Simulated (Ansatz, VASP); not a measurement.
**Two plane-wave programs on KCl**

```
K Cl
1.0
     4.18264   -1.14909   -0.65004
    -1.17827    4.21599   -0.40107
    -2.42656   -1.44438   16.64854
K Cl
4 4
Cartesian
  -0.3268 3.1738 -0.4427
  -1.8381 1.2386 8.1644
  1.5929 -0.4792 3.7616
  0.0902 -2.4185 12.3182
  1.8383 1.6625 1.3982
  0.3236 -0.2821 9.9593
  0.1759 1.5980 5.7212
  -1.3359 -0.3477 14.2364
```

Change from the starting cell: cell x2, atoms moved at random (sigma 0.15 Å) and cell strained at random (1.5 %), then relaxed without symmetry.

Alike in both runs: functional PBE; k mesh 4 × 4 × 1; occupations gaussian, width 0.1 eV; no spin polarisation.

Ansatz relaxed the structure, and its values are those at the end. VASP's run is a single point on that final structure, the one shown.

```csv
,VASP,Ansatz
version,VASP 6.6.1,Ansatz 0.2.0
potentials or method,"VASP PAW PBE potentials, release 64 (K_sv, Cl)","scalar-relativistic, plane waves, PAW"
plane-wave cutoff (eV),520,420
valence electrons in the cell,64,64
```

|  | VASP | Ansatz | Ansatz less VASP |
| --- | --- | --- | --- |
| gap on the k mesh at the Fermi level (eV) | 4.93 | 4.93 | 0.000 |
| least direct gap on the mesh (eV) | 4.93 | 4.93 | 0.000 |
| pressure (GPa) | 0.1 | 0.0 | -0.01 |
| rms of the force components (eV/Å) | 0.004 | 0.004 | 0.0000 |

Caveats: the k mesh is coarse (spacing up to 0.44 Å⁻¹), so the values aren't converged.
